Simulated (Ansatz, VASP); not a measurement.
**Two plane-wave programs on GaAs**

File POSCAR:

```
GaAs
1.0
    0.0000000000      2.7554585631      2.8330850947
    2.7554585631      0.0000000000      2.8330850947
    2.7554585631      2.7554585631      0.0000000000
Ga As
1 1
Direct
    0.0000000000      0.0000000000      0.0000000000
    0.2500000000      0.2500000000      0.2500000000
```

Contents of INCAR.step1:

```
SYSTEM = GaAs
ALGO     = Normal         ! electronic algorithm
EDIFF    = 1E-4           ! SCF threshold, eV
ENCUT    = 520            ! plane-wave cutoff, eV
GGA      = PE             ! functional
ISMEAR   = 0              ! smearing method
LASPH    = .TRUE.         ! aspherical terms in the spheres
LCHARG   = .FALSE.        ! write CHGCAR
LREAL    = .FALSE.        ! projectors in reciprocal space
LWAVE    = .TRUE.         ! write WAVECAR
NBANDS   = 16             ! bands
NELM     = 100            ! most SCF steps
PREC     = Accurate       ! precision mode
SIGMA    = 0.01           ! smearing width, eV
```

The input INCAR.step2:

```
SYSTEM = GaAs
ALGO     = Normal         ! electronic algorithm
EDIFF    = 1E-6           ! SCF threshold, eV
ENCUT    = 520            ! plane-wave cutoff, eV
ISIF     = 2              ! what is computed and relaxed
ISMEAR   = 0              ! smearing method
ISTART   = 1            
LASPH    = .TRUE.         ! aspherical terms in the spheres
LCHARG   = .TRUE.         ! write CHGCAR
LELF     = .TRUE.         ! ELF
LMIXTAU  = .TRUE.       
LREAL    = .FALSE.        ! projectors in reciprocal space
LVHAR    = .TRUE.       
LWAVE    = .FALSE.        ! write WAVECAR
METAGGA  = R2SCAN         ! meta-GGA
NBANDS   = 16             ! bands
NELM     = 100            ! most SCF steps
PREC     = Accurate       ! precision mode
SIGMA    = 0.01           ! smearing width, eV
```

Contents of KPOINTS:

```
k-points
0
G
  8 8 8
  0 0 0
```

Input for Ansatz:

```yaml
crystal:
  lattice:
    - [0.0, 2.7554585631, 2.8330850947]
    - [2.7554585631, 0.0, 2.8330850947]
    - [2.7554585631, 2.7554585631, 0.0]
  atoms:
    - { symbol: Ga, position: [0.0, 0.0, 0.0] }
    - { symbol: As, position: [0.25, 0.25, 0.25] }
kpoints:
  mp_grid: { grid: [8, 8, 8] }
  band_path:
    path:
      - [0.0, 0.0, 0.0]
      - [-0.5, -0.5, 0.0]
      - [-0.375, -0.375, 0.25]
      - [-0.375, 0.0, 0.375]
      - [0.0, 0.0, 0.5]
      - [-0.5, -0.25, 0.25]
    npoints: 1
hamiltonian:
  xc: r2scan
scf:
  occupations: { method: fixed }
  n_extra_bands: 4
output:
  forces: true
  stress: true
  eigenvalues: true
```

Change from the starting cell: biaxial_xy strain -2.7%.

Alike in both runs: task single point; functional r2SCAN; k mesh 8 × 8 × 8; no spin polarisation.

|  | VASP | Ansatz |
| --- | --- | --- |
| version | VASP 6.6.1 | Ansatz 0.2.0 |
| potentials or method | VASP PAW PBE potentials, release 64 (Ga_d, As) | plane waves, PAW |
| plane-wave cutoff (eV) | 520 | 500 |
| occupations | gaussian, width 0.01 eV | fixed |
| valence electrons in the cell | 18 | 28 |

```tsv
	VASP	Ansatz	Ansatz less VASP
gap on the k mesh at the Fermi level (eV)	1.33	1.35	+0.020
pressure (GPa)	4.7	4.6	-0.14
largest component of the traceless stress (GPa)	1.35	1.34	-0.008
```

The two sets of potentials don't hold the same shells in valence.

Caveats: the PAW data sets were made with another functional, which shifts forces and pressure a little (VASP). A k mesh can miss the band edges.
